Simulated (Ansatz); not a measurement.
# Gallium, fcc under PBEsol: structure, energy and stiffness, part 2 of 2

What does PBEsol give for gallium in the fcc structure? We relax it, solve it on a dense k-mesh, then scale the cell to 7 volumes from 88 to 112 % of the relaxed one and try a fit of the equation of state. Spin polarisation is left out. The k-meshes are 13×13×13 for the relaxation; 21×21×21 for the dense run; 15×15×15 for the volumes.

Ansatz 0.2.0; DFT, PBEsol, plane waves (420 eV) with PAW, scalar-relativistic. Earlier steps stand in the parts before.

## 3. Dense single point

The input, input.yaml:

```yaml
crystal:
  lattice:
    - [0.0, 2.0717283687, 2.0717283687]
    - [2.0717283687, 0.0, 2.0717283687]
    - [2.0717283687, 2.0717283687, 0.0]
  atoms:
    - { symbol: Ga, position: [0.0, 0.0, 0.0] }
hamiltonian:
  xc: pbesol
  pseudopotentials:
    kind: paw
    azcp:
      Ga: "pseudopotentials/Ga.paw.azcp"
basis:
  ecutwfc: 420
  fft_grid_basis: typed
kpoints:
  mp_grid: { grid: [21, 21, 21], shift: [0, 0, 0] }
magnetization:
  spin_polarized: false
scf:
  occupations: { method: fermi_dirac, width: 0.1 }
output:
  write_density: true
  write_potential: true
  elf: true
  volumetric_format: npy
```

Log (excerpt; [...] marks lines left out):

```text
Warning: <dir> the record states the generating functional pbe (its physics header spells it `PBE`), which answers neither for hamiltonian.xc's functional nor for the pbesol family's — results may be inconsistent (PPs are generated against a specific XC)
Warning: RAYON_NUM_THREADS=2 ignored (pool sized by the plan → 2); use --threads N
[...]
Pseudopotentials: kind: paw
Pseudopotential: Ga, paw, valence charge 13, recommended cutoff 420 eV (normal), <dir>
Functional definition: PBEsol
[...]
Crystal: 1 atoms, lattice volume = 17.784 Å³
Basis set: ecut = 420 eV, 331 PW (Γ)
Bands: 11, of which v1, the nominal top of the filled ones, is band 7 counted from 1 (6 counted from 0)
Symmetry: 48 space group operations
Space group: Fm-3m (ITA 225), of the structure as read, at distance tolerance 2.6e-5 Å
k-points: 286 of 9261
[...]
SCF iter   1: F=—  HF=-3743.190477 eV  |F-HF|=—  |Δ(HF+E_count)|=         —  Δρ=1.66e-3  dr2=2.91e-4  ethr=1.77e-3  ⟨swp⟩=5.0  Hψ=18992  notcnv=0
[...]
SCF iter   6: F=-3743.190057 eV  HF=-3743.190057 eV  |F-HF|=1.17e-10  |Δ(HF+E_count)|=   9.78e-9  Δρ=4.82e-7  dr2=4.62e-11  ethr=8.59e-11  ⟨swp⟩=1.6  Hψ=10062  notcnv=0
[...]
SCF converged after 6 iterations
Free energy (F): -3743.190057 eV
[...]
E sigma→0 (E₀):  -3743.183716 eV
Entropy (-TS):   -0.012681 eV (-12.681 meV/atom)
Fermi energy:    10.431802 eV
[...]
--- Band table (eV; the first three rows and the last of 286) ---
  k-point 0: bands = ["-4.5210", "-4.5210", "-4.5210", "-4.3799", "-4.3799", "-1.1252", "23.2512", "23.2512", "23.2512", "26.5500", "26.8050"]
[...]
```

Run time: 3.2 s. Hardware: 2 threads of an x86-64 CPU, shared host; peak memory 0.38 GiB.

The maps below are laid out on this run's own conventional cell (a, b, c = 4.143, 4.143, 4.143 Å).

Density in a lattice plane of the grid's cell (edges 4.14 and 4.14 Å, at 0.000 of the third edge), which holds Ga.

Values in e/Å³, 12 rows by 12 columns:
```
15.48  5.27  0.85  0.27  0.14  0.10  0.09  0.10  0.14  0.27  0.84  5.22
 1.40  0.85  0.38  0.21  0.15  0.14  0.14  0.14  0.15  0.21  0.39  0.84
 0.31  0.27  0.21  0.19  0.21  0.27  0.31  0.27  0.21  0.19  0.21  0.27
 0.14  0.14  0.15  0.21  0.38  0.85  1.40  0.84  0.39  0.21  0.15  0.14
 0.09  0.10  0.14  0.27  0.85  5.27 15.48  5.22  0.84  0.27  0.14  0.10
 0.08  0.09  0.14  0.31  1.40 15.48 52.12 15.48  1.40  0.31  0.14  0.09
 0.09  0.10  0.14  0.27  0.84  5.22 15.48  5.27  0.85  0.27  0.14  0.10
 0.14  0.14  0.15  0.21  0.39  0.84  1.40  0.85  0.38  0.21  0.15  0.14
 0.31  0.27  0.21  0.19  0.21  0.27  0.31  0.27  0.21  0.19  0.21  0.27
 1.40  0.84  0.39  0.21  0.15  0.14  0.14  0.14  0.15  0.21  0.38  0.85
15.48  5.22  0.84  0.27  0.14  0.10  0.09  0.10  0.14  0.27  0.85  5.27
52.12 15.48  1.40  0.31  0.14  0.09  0.08  0.09  0.14  0.31  1.40 15.48
```
Columns run along the first of these edges and rows up along the second, over one cell in 12 and 12 even steps from the bottom left corner. Atoms in the plane (fractional): Ga at (0.00, 0.00), Ga at (0.50, 0.50).

ELF in the same plane.

Ten even steps from ' ' (0.04) to '@' (0.56):
```
..    ::--========--::......::--========--::    
    ..--====++++==--::::::::::--==++++====--..  
::----====++++++======------======++++++====----
========++++++++++++==========++++++++++++======
======++++++++++++++==========++++++++++++++====
======++++++++++++==============++++++++++++====
----======++++++====----::----====++++++======--
::::::--==++++====--..      ..--====++++==--::::
....::--========--::    ..    ::--========--::..
....::--========--..  ..@@..  ..--========--::..
....::--========--::    ..    ::--========--::..
::::::--==++++====--..      ..--====++++==--::::
----======++++++====----::----====++++++======--
======++++++++++++==============++++++++++++====
======++++++++++++++==========++++++++++++++====
========++++++++++++==========++++++++++++======
::----====++++++======------======++++++====----
    ..--====++++==--::::::::::--==++++====--..  
..    ::--========--::......::--========--::    
@@..  ..--========--::......::--========--..  ..
```
Columns run along the first of these edges and rows up along the second, over one cell in 24 and 20 even steps from the bottom left corner. Atoms in the plane (fractional): Ga at (0.00, 0.00), Ga at (0.50, 0.50).

Both are smooth fields of the valence electrons: close to the nuclei they are not physical.

## 4. Volume × 0.88

The input, input.yaml:

```yaml
crystal:
  lattice:
    - [0.0, 1.9853040888, 1.9853040888]
    - [1.9853040888, 0.0, 1.9853040888]
    - [1.9853040888, 1.9853040888, 0.0]
  atoms:
    - { symbol: Ga, position: [0.0, 0.0, 0.0] }
hamiltonian:
  xc: pbesol
  pseudopotentials:
    kind: paw
    azcp:
      Ga: "pseudopotentials/Ga.paw.azcp"
basis:
  ecutwfc: 420
  fft_grid_basis: typed
kpoints:
  mp_grid: { grid: [15, 15, 15], shift: [0, 0, 0] }
magnetization:
  spin_polarized: false
scf:
  occupations: { method: fermi_dirac, width: 0.1 }
  lower_state_search: "off"
output:
  stress: true
```

Log (excerpt; [...] marks lines left out):

```text
Warning: <dir> the record states the generating functional pbe (its physics header spells it `PBE`), which answers neither for hamiltonian.xc's functional nor for the pbesol family's — results may be inconsistent (PPs are generated against a specific XC)
Warning: RAYON_NUM_THREADS=2 ignored (pool sized by the plan → 2); use --threads N
[...]
[... 3 set-up lines as earlier in the session ...]
[...]
Crystal: 1 atoms, lattice volume = 15.650 Å³
Basis set: ecut = 420 eV, 331 PW (Γ)
Bands: 11, of which v1, the nominal top of the filled ones, is band 7 counted from 1 (6 counted from 0)
[... 1 set-up line as earlier in the session ...]
Space group: Fm-3m (ITA 225), of the structure as read, at distance tolerance 2.5e-5 Å
k-points: 120 of 3375
[...]
SCF iter   1: F=—  HF=-3743.136859 eV  |F-HF|=—  |Δ(HF+E_count)|=         —  Δρ=3.11e-3  dr2=4.81e-4  ethr=1.77e-3  ⟨swp⟩=5.0  Hψ=7733  notcnv=0
[...]
SCF iter   6: F=-3743.136456 eV  HF=-3743.136456 eV  |F-HF|=3.65e-10  |Δ(HF+E_count)|=   2.04e-9  Δρ=2.24e-6  dr2=3.46e-10  ethr=3.70e-11  ⟨swp⟩=2.0  Hψ=4026  notcnv=0
[...]
SCF converged after 6 iterations
Free energy (F): -3743.136456 eV
[...]
E sigma→0 (E₀):  -3743.131820 eV
Entropy (-TS):   -0.009272 eV (-9.272 meV/atom)
Fermi energy:    12.483739 eV
[...]
--- Stress (GPa, compression-positive) ---
       10.001874       0.000000      -0.000000
        0.000000      10.001874       0.000000
        0.000000       0.000000      10.001874
  P = ⅓ Tr σ = 10.0019 GPa (100.019 kbar)
```

Wall time 1.3 s (2 threads of an x86-64 CPU, shared host); peak memory 0.31 GiB.

## 5. Volume × 0.92

input.yaml: that of step 4 with these lines changed.

```diff
@@ -2,5 +2,5 @@
   lattice:
-    - [0.0, 1.9853040888, 1.9853040888]
-    - [1.9853040888, 0.0, 1.9853040888]
-    - [1.9853040888, 1.9853040888, 0.0]
+    - [0.0, 2.0149398623, 2.0149398623]
+    - [2.0149398623, 0.0, 2.0149398623]
+    - [2.0149398623, 2.0149398623, 0.0]
   atoms:
```

Log (excerpt; [...] marks lines left out):

```text
Warning: <dir> the record states the generating functional pbe (its physics header spells it `PBE`), which answers neither for hamiltonian.xc's functional nor for the pbesol family's — results may be inconsistent (PPs are generated against a specific XC)
Warning: RAYON_NUM_THREADS=2 ignored (pool sized by the plan → 2); use --threads N
[...]
[... 3 set-up lines as earlier in the session ...]
[...]
Crystal: 1 atoms, lattice volume = 16.361 Å³
Basis set: ecut = 420 eV, 331 PW (Γ)
Bands: 11, of which v1, the nominal top of the filled ones, is band 7 counted from 1 (6 counted from 0)
[... 2 set-up lines as earlier in the session ...]
k-points: 120 of 3375
[...]
SCF iter   1: F=—  HF=-3743.171327 eV  |F-HF|=—  |Δ(HF+E_count)|=         —  Δρ=2.60e-3  dr2=4.11e-4  ethr=1.77e-3  ⟨swp⟩=5.0  Hψ=7724  notcnv=0
[...]
SCF iter   6: F=-3743.170919 eV  HF=-3743.170919 eV  |F-HF|=5.09e-11  |Δ(HF+E_count)|=  2.73e-10  Δρ=5.18e-7  dr2=2.88e-11  ethr=5.84e-12  ⟨swp⟩=1.0  Hψ=3861  notcnv=0
[...]
SCF converged after 6 iterations
Free energy (F): -3743.170919 eV
[...]
E sigma→0 (E₀):  -3743.166187 eV
Entropy (-TS):   -0.009465 eV (-9.465 meV/atom)
Fermi energy:    11.738850 eV
[...]
--- Stress (GPa, compression-positive) ---
        5.691853       0.000000      -0.000000
       -0.000000       5.691853      -0.000000
       -0.000000      -0.000000       5.691853
  P = ⅓ Tr σ = 5.6919 GPa (56.919 kbar)
```

Wall time 1 s (2 threads of an x86-64 CPU, shared host); peak memory 0.35 GiB.

## 6. Volume × 0.96

input.yaml: that of step 5 with these lines changed.

```diff
@@ -2,5 +2,5 @@
   lattice:
-    - [0.0, 2.0149398623, 2.0149398623]
-    - [2.0149398623, 0.0, 2.0149398623]
-    - [2.0149398623, 2.0149398623, 0.0]
+    - [0.0, 2.043728607, 2.043728607]
+    - [2.043728607, 0.0, 2.043728607]
+    - [2.043728607, 2.043728607, 0.0]
   atoms:
```

Log (excerpt; [...] marks lines left out):

```text
Warning: <dir> the record states the generating functional pbe (its physics header spells it `PBE`), which answers neither for hamiltonian.xc's functional nor for the pbesol family's — results may be inconsistent (PPs are generated against a specific XC)
Warning: RAYON_NUM_THREADS=2 ignored (pool sized by the plan → 2); use --threads N
[...]
[... 3 set-up lines as earlier in the session ...]
[...]
Crystal: 1 atoms, lattice volume = 17.073 Å³
Basis set: ecut = 420 eV, 331 PW (Γ)
Bands: 11, of which v1, the nominal top of the filled ones, is band 7 counted from 1 (6 counted from 0)
[... 2 set-up lines as earlier in the session ...]
k-points: 120 of 3375
[...]
SCF iter   1: F=—  HF=-3743.188761 eV  |F-HF|=—  |Δ(HF+E_count)|=         —  Δρ=2.07e-3  dr2=3.42e-4  ethr=1.77e-3  ⟨swp⟩=5.0  Hψ=7845  notcnv=0
[...]
SCF iter   6: F=-3743.188332 eV  HF=-3743.188332 eV  |F-HF|=5.91e-12  |Δ(HF+E_count)|=  5.91e-12  Δρ=2.04e-7  dr2=3.62e-12  ethr=1.00e-12  ⟨swp⟩=1.1  Hψ=3721  notcnv=0
[...]
SCF converged after 6 iterations
Free energy (F): -3743.188332 eV
[...]
E sigma→0 (E₀):  -3743.183261 eV
Entropy (-TS):   -0.010142 eV (-10.142 meV/atom)
Fermi energy:    11.056215 eV
[...]
--- Stress (GPa, compression-positive) ---
        2.288332       0.000000       0.000000
        0.000000       2.288332       0.000000
        0.000000       0.000000       2.288332
  P = ⅓ Tr σ = 2.2883 GPa (22.883 kbar)
```

Run time: 1.5 s. Hardware: 2 threads of an x86-64 CPU, shared host; peak memory 0.34 GiB.

## 7. Volume × 1.0

input.yaml: that of step 6 with these lines changed.

```diff
@@ -2,5 +2,5 @@
   lattice:
-    - [0.0, 2.043728607, 2.043728607]
-    - [2.043728607, 0.0, 2.043728607]
-    - [2.043728607, 2.043728607, 0.0]
+    - [0.0, 2.0717283687, 2.0717283687]
+    - [2.0717283687, 0.0, 2.0717283687]
+    - [2.0717283687, 2.0717283687, 0.0]
   atoms:
```

Log (excerpt; [...] marks lines left out):

```text
Warning: <dir> the record states the generating functional pbe (its physics header spells it `PBE`), which answers neither for hamiltonian.xc's functional nor for the pbesol family's — results may be inconsistent (PPs are generated against a specific XC)
Warning: RAYON_NUM_THREADS=2 ignored (pool sized by the plan → 2); use --threads N
[...]
[... 3 set-up lines as earlier in the session ...]
[...]
Crystal: 1 atoms, lattice volume = 17.784 Å³
Basis set: ecut = 420 eV, 331 PW (Γ)
Bands: 11, of which v1, the nominal top of the filled ones, is band 7 counted from 1 (6 counted from 0)
[... 2 set-up lines as earlier in the session ...]
k-points: 120 of 3375
[...]
SCF iter   1: F=—  HF=-3743.192762 eV  |F-HF|=—  |Δ(HF+E_count)|=         —  Δρ=1.55e-3  dr2=2.91e-4  ethr=1.77e-3  ⟨swp⟩=5.0  Hψ=7959  notcnv=0
[...]
SCF iter   6: F=-3743.192317 eV  HF=-3743.192317 eV  |F-HF|=2.19e-10  |Δ(HF+E_count)|=   2.56e-9  Δρ=1.52e-6  dr2=1.84e-10  ethr=3.01e-11  ⟨swp⟩=1.8  Hψ=4159  notcnv=0
[...]
SCF converged after 6 iterations
Free energy (F): -3743.192317 eV
[...]
E sigma→0 (E₀):  -3743.186726 eV
Entropy (-TS):   -0.011181 eV (-11.181 meV/atom)
Fermi energy:    10.430658 eV
[...]
--- Stress (GPa, compression-positive) ---
       -0.386090       0.000000       0.000000
       -0.000000      -0.386090       0.000000
        0.000000       0.000000      -0.386090
  P = ⅓ Tr σ = -0.3861 GPa (-3.861 kbar)
```

Run time: 1.4 s. Hardware: 2 threads of an x86-64 CPU, shared host; peak memory 0.34 GiB.

## 8. Volume × 1.04

input.yaml: that of step 7 with these lines changed.

```diff
@@ -2,5 +2,5 @@
   lattice:
-    - [0.0, 2.0717283687, 2.0717283687]
-    - [2.0717283687, 0.0, 2.0717283687]
-    - [2.0717283687, 2.0717283687, 0.0]
+    - [0.0, 2.0989910789, 2.0989910789]
+    - [2.0989910789, 0.0, 2.0989910789]
+    - [2.0989910789, 2.0989910789, 0.0]
   atoms:
```

Log (excerpt; [...] marks lines left out):

```text
Warning: <dir> the record states the generating functional pbe (its physics header spells it `PBE`), which answers neither for hamiltonian.xc's functional nor for the pbesol family's — results may be inconsistent (PPs are generated against a specific XC)
Warning: RAYON_NUM_THREADS=2 ignored (pool sized by the plan → 2); use --threads N
[...]
[... 3 set-up lines as earlier in the session ...]
[...]
Crystal: 1 atoms, lattice volume = 18.495 Å³
Basis set: ecut = 420 eV, 339 PW (Γ)
Bands: 11, of which v1, the nominal top of the filled ones, is band 7 counted from 1 (6 counted from 0)
[... 2 set-up lines as earlier in the session ...]
k-points: 120 of 3375
[...]
SCF iter   1: F=—  HF=-3743.186240 eV  |F-HF|=—  |Δ(HF+E_count)|=         —  Δρ=1.32e-3  dr2=3.16e-4  ethr=1.77e-3  ⟨swp⟩=5.0  Hψ=7930  notcnv=0
[...]
SCF iter   6: F=-3743.185756 eV  HF=-3743.185756 eV  |F-HF|=1.00e-9  |Δ(HF+E_count)|=   2.03e-9  Δρ=2.56e-6  dr2=5.82e-10  ethr=4.51e-11  ⟨swp⟩=1.9  Hψ=4277  notcnv=0
[...]
SCF converged after 6 iterations
Free energy (F): -3743.185756 eV
[...]
E sigma→0 (E₀):  -3743.179555 eV
Entropy (-TS):   -0.012403 eV (-12.403 meV/atom)
Fermi energy:    9.856843 eV
[...]
--- Stress (GPa, compression-positive) ---
       -2.482512      -0.000000      -0.000000
       -0.000000      -2.482512      -0.000000
        0.000000       0.000000      -2.482512
  P = ⅓ Tr σ = -2.4825 GPa (-24.825 kbar)
```

It took 1.6 s on 2 threads of an x86-64 CPU, shared host; peak memory 0.35 GiB.

## 9. Volume × 1.08

input.yaml: that of step 8 with these lines changed.

```diff
@@ -2,5 +2,5 @@
   lattice:
-    - [0.0, 2.0989910789, 2.0989910789]
-    - [2.0989910789, 0.0, 2.0989910789]
-    - [2.0989910789, 2.0989910789, 0.0]
+    - [0.0, 2.1255634071, 2.1255634071]
+    - [2.1255634071, 0.0, 2.1255634071]
+    - [2.1255634071, 2.1255634071, 0.0]
   atoms:
@@ -25 +25,5 @@
   stress: true
+  write_density: true
+  write_potential: true
+  elf: true
+  volumetric_format: npy
```

Log (excerpt; [...] marks lines left out):

```text
Warning: <dir> the record states the generating functional pbe (its physics header spells it `PBE`), which answers neither for hamiltonian.xc's functional nor for the pbesol family's — results may be inconsistent (PPs are generated against a specific XC)
Warning: RAYON_NUM_THREADS=2 ignored (pool sized by the plan → 2); use --threads N
[...]
[... 3 set-up lines as earlier in the session ...]
[...]
Crystal: 1 atoms, lattice volume = 19.207 Å³
Basis set: ecut = 420 eV, 339 PW (Γ)
Bands: 11, of which v1, the nominal top of the filled ones, is band 7 counted from 1 (6 counted from 0)
[... 2 set-up lines as earlier in the session ...]
k-points: 120 of 3375
[...]
SCF iter   1: F=—  HF=-3743.171424 eV  |F-HF|=—  |Δ(HF+E_count)|=         —  Δρ=1.34e-3  dr2=3.94e-4  ethr=1.77e-3  ⟨swp⟩=5.0  Hψ=7818  notcnv=0
[...]
SCF iter   6: F=-3743.170952 eV  HF=-3743.170952 eV  |F-HF|=3.45e-10  |Δ(HF+E_count)|=   3.16e-8  Δρ=1.36e-6  dr2=1.66e-10  ethr=2.99e-10  ⟨swp⟩=5.4  Hψ=6852  notcnv=0
[...]
SCF converged after 6 iterations
Free energy (F): -3743.170952 eV
[...]
E sigma→0 (E₀):  -3743.164151 eV
Entropy (-TS):   -0.013601 eV (-13.601 meV/atom)
Fermi energy:    9.329311 eV
[...]
--- Stress (GPa, compression-positive) ---
       -4.118408      -0.000000      -0.000000
        0.000000      -4.118408       0.000000
       -0.000000       0.000000      -4.118408
  P = ⅓ Tr σ = -4.1184 GPa (-41.184 kbar)
--- Band table (eV; the first three rows and the last of 120) ---
  k-point 0: bands = ["-5.5066", "-5.5066", "-5.5066", "-5.3908", "-5.3908", "-1.5797", "21.3344", "21.3344", "21.3344", "25.0692", "25.0878"]
[...]
```

It took 2.1 s on 2 threads of an x86-64 CPU, shared host; peak memory 0.35 GiB.

## 10. Volume × 1.12

input.yaml: that of step 9 with these lines changed.

```diff
@@ -2,5 +2,5 @@
   lattice:
-    - [0.0, 2.1255634071, 2.1255634071]
-    - [2.1255634071, 0.0, 2.1255634071]
-    - [2.1255634071, 2.1255634071, 0.0]
+    - [0.0, 2.151487467, 2.151487467]
+    - [2.151487467, 0.0, 2.151487467]
+    - [2.151487467, 2.151487467, 0.0]
   atoms:
```

Log (excerpt; [...] marks lines left out):

```text
Warning: <dir> the record states the generating functional pbe (its physics header spells it `PBE`), which answers neither for hamiltonian.xc's functional nor for the pbesol family's — results may be inconsistent (PPs are generated against a specific XC)
Warning: RAYON_NUM_THREADS=2 ignored (pool sized by the plan → 2); use --threads N
[...]
[... 3 set-up lines as earlier in the session ...]
[...]
Crystal: 1 atoms, lattice volume = 19.918 Å³
Basis set: ecut = 420 eV, 387 PW (Γ)
Bands: 11, of which v1, the nominal top of the filled ones, is band 7 counted from 1 (6 counted from 0)
[... 2 set-up lines as earlier in the session ...]
k-points: 120 of 3375
[...]
SCF iter   1: F=—  HF=-3743.150263 eV  |F-HF|=—  |Δ(HF+E_count)|=         —  Δρ=1.43e-3  dr2=4.87e-4  ethr=1.77e-3  ⟨swp⟩=5.0  Hψ=7811  notcnv=0
[...]
SCF iter   6: F=-3743.149723 eV  HF=-3743.149723 eV  |F-HF|=1.87e-10  |Δ(HF+E_count)|=   1.08e-9  Δρ=1.29e-6  dr2=2.14e-10  ethr=4.49e-11  ⟨swp⟩=4.8  Hψ=6556  notcnv=0
[...]
SCF converged after 6 iterations
Free energy (F): -3743.149723 eV
[...]
E sigma→0 (E₀):  -3743.142420 eV
Entropy (-TS):   -0.014606 eV (-14.606 meV/atom)
Fermi energy:    8.842809 eV
[...]
--- Stress (GPa, compression-positive) ---
       -5.389867       0.000000      -0.000000
       -0.000000      -5.389867      -0.000000
       -0.000000       0.000000      -5.389867
  P = ⅓ Tr σ = -5.3899 GPa (-53.899 kbar)
--- Band table (eV; the first three rows and the last of 120) ---
  k-point 0: bands = ["-5.9507", "-5.9507", "-5.9507", "-5.8454", "-5.8454", "-1.7815", "20.4725", "20.4725", "20.4725", "24.3145", "24.3145"]
[...]
```

Run time: 2 s. Hardware: 2 threads of an x86-64 CPU, shared host; peak memory 0.35 GiB.

## 11. The equation of state

The cell was scaled evenly, with its shape and the fractional positions fixed.

| V (Å³/atom) | E − E₀ (meV/atom) | P from the stress (GPa) | P from the fit (GPa) |
| --- | --- | --- | --- |
| 15.650 | 55.1 | 10.00 | 10.06 |
| 16.361 | 20.7 | 5.69 | 5.63 |
| 17.073 | 3.7 | 2.29 | 2.18 |
| 17.784 | 0.2 | -0.39 | -0.51 |
| 18.495 | 7.4 | -2.48 | -2.61 |
| 19.207 | 22.8 | -4.12 | -4.25 |
| 19.918 | 44.5 | -5.39 | -5.51 |

Fit (Birch-Murnaghan, third order): V₀ = 17.634 Å³/atom, B₀ = 62 GPa, B₀′ = 5.2, largest residual 0.04 meV/atom.

The fit is made to E(σ → 0), while the stress belongs to the free energy F; that is one source of the offset between the two pressures.

## 12. Outcome

What follows sums up all 2 parts.

| quantity | value |
| --- | --- |
| space group (spins left aside) | Fm-3m (No. 225) |
| conventional cell | a = 4.143 Å |
| volume | 17.784 Å³/atom |
| shortest distance | 2.930 Å |
| gap on the mesh | none (levels filled in part) |
| relative to alpha-Ga (Cmce) | +18 meV/atom |
| V₀, B₀, B₀′ | 17.634 Å³/atom, 62 GPa, 5.2 |

**Reading.** The relaxation shrank the cell by 9.2 % in volume. It lies 18 meV/atom above the element's reference form at the same level (alpha-Ga (Cmce), from a run of its own). No gap shows: it is a metal or semimetal at this level. The fitted modulus is 62 GPa. Relaxation kept the symmetry; phonons were not checked.
